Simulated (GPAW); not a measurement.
# Si (Fd-3m) in GPAW: a series of runs

The runs below take Si through single point, relaxation of the atoms, relaxation of cell and atoms, with PBE, revPBE+D3(BJ), revPBE+D4.

Program: GPAW 26.7.0. These are calculated values, not measurements. Logs are shortened: lines on timing, memory, paths and dates and some standing lists are left out, and cuts for length are marked. The log counts tension as positive stress, the text compression.

**1. The crystal as given**

The structure is cubic, space group Fd-3m (No. 227). Conventional cell: a = 5.444 Å, b = 5.444 Å, c = 5.444 Å, α = 90.00°, β = 90.00°, γ = 90.00°. Around Si (site symmetry -43m) lie 4 Si at 2.36 Å.

**2. Single point, PBE**

The input, run.py:

```python
from ase import Atoms
from ase.dft.bandgap import bandgap
from ase.io import write
from ase.units import GPa
from gpaw import GPAW, PW

atoms = Atoms(['Si', 'Si'],
              cell=[[0.0, 2.7218511865, 2.7218511865],
                    [2.7218511865, 0.0, 2.7218511865],
                    [2.7218511865, 2.7218511865, 0.0]],
              scaled_positions=[[0.5, 0.5, 0.5],
                                [0.75, 0.75, 0.75]],
              pbc=True)

calc = GPAW(mode=PW(400),
            xc='PBE',
            kpts={'size': (7, 7, 7), 'gamma': True},
            occupations={'name': 'fermi-dirac', 'width': 0.05},
            nbands=11,
            maxiter=120,
            txt='gpaw.txt')
atoms.calc = calc
energy = atoms.get_potential_energy()
forces = atoms.get_forces()
stress = atoms.get_stress()
calc.write('gs.gpw')
write('result.traj', atoms)
print(f'Energy: {energy:.6f} eV')
print('Forces (eV/A):')
print(forces.round(4))
print('Stress (GPa):', (stress / GPa).round(3))
print('Fermi level:', round(calc.get_fermi_level(), 4), 'eV')
print(f'Gap: {bandgap(calc)[0]:.4f} eV, direct: {bandgap(calc, direct=True)[0]:.4f} eV')
```

Potentials or basis: GPAW PAW data sets (gpaw-data 1.2.1), pw.

On the command line:

```sh
> OMP_NUM_THREADS=1 python run.py
```

gpaw.txt:

```text
__  _  _
 | _ |_)|_||  |
 |__||  | ||/\| - 26.7.0

Input parameters:
  mode=PW(ecut=400.0),
  kpts=MonkhorstPack(size=(7, 7, 7), gamma=True),
  maxiter=120,
  nbands=11,
  occupations=Occupations(name='fermi-dirac', width=0.05),
  xc=XC(name='PBE')

Diagonalizing LCAO Hamiltonian
Converting LCAO to pw mode

           Si

       Si

Atoms  # Å, Bohr magnetons
|   | symbol |        x |        y |        z |    initial magnetic moments |
|---|--------|----------|----------|----------|-----------------------------|
| 0 |     Si | 2.721851 | 2.721851 | 2.721851 | ( 0.0000,  0.0000,  0.0000) |
| 1 |     Si | 4.082777 | 4.082777 | 4.082777 | ( 0.0000,  0.0000,  0.0000) |

Unit cell  # Å
| periodic |        x |        y |        z |  lengths |    angles |
|----------|----------|----------|----------|----------|-----------|
|      yes | 0.000000 | 2.721851 | 2.721851 | 3.849279 | 60.000000 |
|      yes | 2.721851 | 0.000000 | 2.721851 | 3.849279 | 60.000000 |
|      yes | 2.721851 | 2.721851 | 0.000000 | 3.849279 | 60.000000 |

Number of symmetries: 24
Symmetry operations  # r_c * U_cc + t_c -> r_c
|    | kind |            matrix            |
|----|------|------------------------------|
|  0 |  E   |  1, 0, 0,  0, 1, 0,  0, 0, 1 |
|  1 |  σ   |  1, 0, 0,  0, 0, 1,  0, 1, 0 |
|  2 |  σ   |  1, 0,-1,  0, 1,-1,  0, 0,-1 |
|  3 |  C3  |  1, 0,-1,  0, 0,-1,  0, 1,-1 |
|  4 |  C3  |  1,-1, 0,  0,-1, 1,  0,-1, 0 |
|  5 |  σ   |  1,-1, 0,  0,-1, 0,  0,-1, 1 |
|  6 |  σ   |  0, 1, 0,  1, 0, 0,  0, 0, 1 |
|  7 |  C3  |  0, 1, 0,  0, 0, 1,  1, 0, 0 |
|  8 |  C2  |  0, 1,-1,  1, 0,-1,  0, 0,-1 |
|  9 |  S4  |  0, 1,-1,  0, 0,-1,  1, 0,-1 |
| 10 |  C3  |  0, 0, 1,  1, 0, 0,  0, 1, 0 |
| 11 |  σ   |  0, 0, 1,  0, 1, 0,  1, 0, 0 |
| 12 |  S4  |  0, 0,-1,  1, 0,-1,  0, 1,-1 |
| 13 |  C3  |  0, 0,-1,  0, 1,-1,  1, 0,-1 |
| 14 |  S4  |  0,-1, 1,  1,-1, 0,  0,-1, 0 |
| 15 |  C2  |  0,-1, 1,  0,-1, 0,  1,-1, 0 |
| 16 |  C3  |  0,-1, 0,  1,-1, 0,  0,-1, 1 |
| 17 |  S4  |  0,-1, 0,  0,-1, 1,  1,-1, 0 |
| 18 |  S4  | -1, 1, 0, -1, 0, 1, -1, 0, 0 |
| 19 |  C3  | -1, 1, 0, -1, 0, 0, -1, 0, 1 |
| 20 |  C3  | -1, 0, 1, -1, 1, 0, -1, 0, 0 |
| 21 |  S4  | -1, 0, 1, -1, 0, 0, -1, 1, 0 |
| 22 |  σ   | -1, 0, 0, -1, 1, 0, -1, 0, 1 |
| 23 |  C2  | -1, 0, 0, -1, 0, 1, -1, 1, 0 |

BZ-sampling:
  Number of BZ points: 343
  Number of IBZ points: 20

  Monkhorst-Pack size: [7, 7, 7]
  Monkhorst-Pack shift: [0, 0, 0]

K-points  # in reciprocal-cell coordinates
|     |                                coordinates |     weight |
|-----|--------------------------------------------|------------|
|   0 | (  0.00000000,   0.00000000,   0.00000000) | 0.00291545 |
|   1 | (  0.14285714,   0.14285714,   0.00000000) | 0.01749271 |
|   2 | (  0.14285714,   0.14285714,   0.14285714) | 0.02332362 |
|   3 | (  0.28571429,   0.14285714,   0.14285714) | 0.03498542 |
|   4 | (  0.28571429,   0.28571429,   0.00000000) | 0.01749271 |
|   5 | (  0.28571429,   0.28571429,   0.14285714) | 0.06997085 |
|   6 | (  0.28571429,   0.28571429,   0.28571429) | 0.02332362 |
|   7 | (  0.42857143,  -0.28571429,  -0.28571429) | 0.03498542 |
|   8 | (  0.42857143,   0.28571429,  -0.42857143) | 0.13994169 |
|   9 | (  0.42857143,   0.28571429,  -0.28571429) | 0.06997085 |
| ... |                                            |            |
|  19 | (  0.42857143,   0.42857143,   0.42857143) | 0.02332362 |

Plane wave coefficients: 748
Cutoff: 400.0 eV

Spin-components: 1 (collinear spins)
Bands:           11
Projectors:      10
Spin-degeneracy: 2
Datatype:        complex128

Parallelization:
  kpt:    1
  domain: 1
  band:   1

Density:
  Valence electrons: 8.0
  Components: 1
  Grid points: [18 18 18]
  Charge: 0.0  # |e|

Potential:
  Grid points: [18 18 18]

species:
  Si:
    name:    Silicon
    Z:       14.0
    valence: 4
    core:    10
    charge:  0.0  # [|e|]
    compensation charges:
      type: gauss
      rc: 0.33  # [Å]
      lmax: 2
    cutoffs:
      filter: 1.86  # [Å]
      core: 2.06  # [Å]
    projectors
    | kind |    occ | energy [eV] | rcut [Å] |
    |------|--------|-------------|----------|
    |   3s |  2.000 |     -10.812 |    1.058 |
    |   3p |  2.000 |      -4.081 |    1.058 |
    |    s |        |      16.399 |    1.058 |
    |    p |        |      23.130 |    1.058 |
    |    d |        |       0.000 |    1.058 |

    Using partial waves for Si as LCAO basis

Reference energy: -15772.688500  # eV

eigensolver:
  PPCG
  Converge bands: occupied
  niter=2

density mixing:
  MSR1-Mixer
  Pratt-step length: 0.05
  Maximum mixing coefficient: 0.75
  Old densities: 10
  SVD Regularization: 0.005
  Good broyden scale: 1.0
  Trust region scale: 1.0
  Backstep threshold: 4.0
  History deletion threshold: 6.0
  Fourier metric: weight=20.0, sigma=0.015

occupation numbers:
  Fermi-Dirac:
    width: 0.0500  # eV

poisson solver:
  ecut: 3200.0  # eV

xc functional:
  name: PBE with 2 nearest neighbor stencil

convergence criteria:
- Maximum [total energy] change in last 3 cyles: 0.0005 eV / valence electron
- Maximum integral of absolute [dens]ity change: 0.0001 electrons / valence electron
- Maximum integral of absolute [eigenst]ate change: 4e-08 eV^2 / valence electron
maximum number of iterations: 120

SCF iterations
|iter     | |      energy | eigst |  dens |
|---------|-|-------------|-------|-------|
|iter:   1| |  -10.879523 | -0.09 |       |
|iter:   2| |  -10.870143 | -2.55 | -0.81 |
|iter:   3| |  -10.785996 | -2.25 | -0.83 |
|iter:   4| |  -10.785763 | -3.18 | -1.45 |
|iter:   5| |  -10.785882c| -5.07 | -2.34 |
|iter:   6| |  -10.785888c| -6.68 | -3.29 |
|iter:   7| |  -10.785890c| -7.60c| -3.71 |
|iter:   8| |  -10.785890c| -8.33c| -4.89c|

Converged in 8 steps
Energy contributions relative to reference atoms: (reference = -15772.688500)

Energy contributions:
  Kinetic:          14.867503
  Coulomb:         -13.099293
  Zero:             -0.024112
  External:          0.000000
  Xc:              -12.529963
  Entropy:          -0.000050
  Spinorbit:         0.000000
  ----------------------------
  Free energy:     -10.785915
  Extrapolated:    -10.785890

dipole moment: (3.542435, 3.542435, 3.542435)  # |e|*Ang

Fermi level: 5.521
Eigenvalues  # (at kpt = [0.000, 0.000, 0.000])
| band index |      eig [eV] | occ [0-2] |
|------------|---------------|-----------|
|          0 |        -6.670 |     2.000 |
|          1 |         5.247 |     1.992 |
|          2 |         5.247 |     1.992 |
|          3 |         5.247 |     1.992 |
|          4 |         7.802 |     0.000 |
|          5 |         7.802 |     0.000 |
|          6 |         7.802 |     0.000 |
|          7 |         8.526 |     0.000 |
|          8 |        12.961 |     0.000 |
|          9 |        12.961 |     0.000 |
|         10 |        13.202 |     0.000 |

Gap: 0.582 eV
Transition (v -> c):
  (s=0, k=0, n=3, [0.00, 0.00, 0.00]) -> (s=0, k=16, n=4, [0.43, 0.43, 0.00])
Direct/indirect transitions are different
Direct gap: 2.554 eV
Transition at: (s=0, k=0, n=3, [0.00, 0.00, 0.00])

Forces  # eV/Ang
|        x |        y |        z |
|----------|----------|----------|
|  0.00000 | -0.00000 |  0.00000 |  # Si   0
| -0.00000 | -0.00000 | -0.00000 |  # Si   1

Stress tensor  # eV/Ang^3
|         x |         y |         z |
|-----------|-----------|-----------|
| -0.010132 |  0.000000 |  0.000000 |
|  0.000000 | -0.010132 |  0.000000 |
|  0.000000 |  0.000000 | -0.010132 |

# Writing to gs.gpw (mode='')
```

It took 3.5 s on 1 thread of Arm Neoverse V2, shared host; peak memory 0.12 GiB.

These settings aren't checked as converged: the numbers below hold their error.

What came out:

```
Free energy            : -10.7859 eV
Pressure               : 1.6 GPa
Band gap on the k mesh : 0.58 eV, indirect (least direct gap 2.55 eV)
```

Caveat: the cutoff is short for stress and forces, so pressures can be off by a GPa or more; an odd mesh through Γ misses points on the zone boundary, where band edges often lie.

**3. Relaxation of the atoms, PBE (strain = -0.01)**

The input, run.py:

```python
from ase.io import read, write
from ase.optimize import BFGS
from gpaw import GPAW, PW

atoms = read('POSCAR')

calc = GPAW(mode=PW(600),
            xc='PBE',
            kpts={'size': (8, 8, 8), 'gamma': True},
            occupations={'name': 'fermi-dirac', 'width': 0.05},
            nbands=11,
            convergence={'density': 1e-05, 'forces': 0.0001},
            maxiter=150,
            txt='gpaw.txt')
atoms.calc = calc
opt = BFGS(atoms, trajectory='relax.traj', logfile='-')
done = opt.run(fmax=0.02, steps=60)
calc.write('gs.gpw')
write('result.traj', atoms)
print('Converged:', done)
print('Cell:', atoms.cell.cellpar().round(4))
print('Volume:', round(atoms.get_volume(), 4))
print(atoms.get_scaled_positions().round(5))
```

The input, POSCAR:

```
Si
1.0
    0.0000000000      2.7218511865      2.7218511865
    2.6946326746      0.0000000000      2.7218511865
    2.6946326746      2.7218511865      0.0000000000
Si
2
Direct
    0.5000000000      0.5000000000      0.5000000000
    0.7500000000      0.7500000000      0.7500000000
```

Potentials or basis: GPAW PAW data sets (gpaw-data 1.2.1), pw.

On the command line:

```sh
> OMP_NUM_THREADS=1 python run.py
```

Run time: 15 s. Hardware: 1 thread of Arm Neoverse V2, shared host; peak memory 0.16 GiB.

The run converged. Its results:

```
Free energy            : -10.7864 eV
Band gap on the k mesh : 0.50 eV, indirect (least direct gap 2.49 eV)
```

Final structure:
```xyz
2
Lattice="0.0000 2.7219 2.7219 2.6946 0.0000 2.7219 2.6946 2.7219 0.0000" Properties=species:S:1:pos:R:3 pbc="T T T"
Si    2.6946    2.7219    2.7219
Si    4.0419    4.0828    4.0828
```

Levels at points of the mesh, in eV from the valence-band top:
| k point | band 1 | band 2 | band 3 | band 4 | band 5 | band 6 | band 7 |
| --- | --- | --- | --- | --- | --- | --- | --- |
| (0.00, 0.00, 0.00) | -12.03 | -0.07 | -0.07 | 0.00 | 2.49 | 2.53 | 2.53 |
| (0.00, 0.50, 0.50) | -7.84 | -7.84 | -2.96 | -2.96 | 0.60 | 0.60 | 10.08 |
| (0.50, 0.50, 0.00) | -7.90 | -7.90 | -2.88 | -2.88 | 0.68 | 0.68 | 10.07 |
| (0.50, 0.50, 0.50) | -9.69 | -7.04 | -1.30 | -1.20 | 1.49 | 3.25 | 3.33 |

Caveat: the density grid can change from cell to cell, which puts small steps into energies and stress; the relaxation stopped at its first step, so nothing moved; later steps reuse the first step's grids.

**4. Relaxation of cell and atoms, revPBE+D3(BJ)**

The input, run.py:

```python
from ase import Atoms
from ase.calculators.mixing import SumCalculator
from ase.filters import FrechetCellFilter
from ase.io import write
from ase.optimize import BFGS
from dftd3.ase import DFTD3
from gpaw import GPAW, PW

atoms = Atoms(['Si', 'Si'],
              cell=[[0.0, 2.7218511865, 2.7218511865],
                    [2.7218511865, 0.0, 2.7218511865],
                    [2.7218511865, 2.7218511865, 0.0]],
              scaled_positions=[[0.5, 0.5, 0.5],
                                [0.75, 0.75, 0.75]],
              pbc=True)

calc = GPAW(mode=PW(600),
            xc='revPBE',
            kpts={'size': (8, 8, 8), 'gamma': True},
            occupations={'name': 'fermi-dirac', 'width': 0.05},
            nbands=11,
            convergence={'density': 1e-05, 'forces': 0.0001},
            maxiter=150,
            txt='gpaw.txt')
atoms.calc = SumCalculator([calc, DFTD3(method='revpbe', damping='d3bj')])
opt = BFGS(FrechetCellFilter(atoms), trajectory='relax.traj', logfile='-')
done = opt.run(fmax=0.02, steps=60)
calc.write('gs.gpw')
write('result.traj', atoms)
print('Converged:', done)
print('Cell:', atoms.cell.cellpar().round(4))
print('Volume:', round(atoms.get_volume(), 4))
print(atoms.get_scaled_positions().round(5))
```

Potentials or basis: the program's PAW data sets (release 1.2.1) made for this functional, pw.

On the command line:

```sh
> OMP_NUM_THREADS=1 python run.py
```

Run time: 21 s. Hardware: 1 thread of Arm Neoverse V2, shared host; peak memory 0.17 GiB.

The run converged. Its results:

- Free energy: -11.4952 eV
- Relaxed volume: 19.67 Å³/atom
- Relaxed cell: a = 3.818 Å, b = 3.818 Å, c = 3.818 Å, α = 60.00°, β = 60.00°, γ = 60.00°
- Space group after relaxing (to 0.05 Å): Fd-3m (No. 227)
- Energy gained by relaxing: 3.2 meV/atom
- Ionic steps: 3
- Pressure after relaxing: 0.1 GPa
- Band gap on the k mesh: 0.62 eV, indirect (least direct gap 2.57 eV)
- Dispersion energy per atom: -0.626 eV

Step by step:
| step | energy change (eV) | largest force (eV/Å) | pressure (GPa) | volume (Å³) |
| --- | --- | --- | --- | --- |
| 1 | 0.0000 | 0.0000 | -2.09 | 40.33 |
| 2 | -0.0026 | 0.0000 | -1.62 | 40.10 |
| 3 | -0.0063 | 0.0000 | 0.08 | 39.35 |

Final structure:
```xyz
2
Lattice="0.0000 2.6996 2.6996 2.6996 0.0000 2.6996 2.6996 2.6996 0.0000" Properties=species:S:1:pos:R:3 pbc="T T T"
Si    2.6996    2.6996    2.6996
Si    4.0493    4.0493    4.0493
```

Levels at points of the mesh, in eV from the valence-band top:
| k point | band 1 | band 2 | band 3 | band 4 | band 5 | band 6 | band 7 |
| --- | --- | --- | --- | --- | --- | --- | --- |
| (0.00, 0.00, 0.00) | -12.08 | 0.00 | 0.00 | 0.00 | 2.57 | 2.57 | 2.57 |
| (0.50, 0.50, 0.00) | -7.87 | -7.87 | -2.91 | -2.91 | 0.71 | 0.71 | 10.30 |
| (0.50, 0.50, 0.50) | -9.70 | -7.05 | -1.22 | -1.22 | 1.65 | 3.33 | 3.33 |

Caveat: later steps reuse the first step's grids. revPBE gaps usually lie below the measured ones, often by a third to a half.

[end of part 1 of 2]
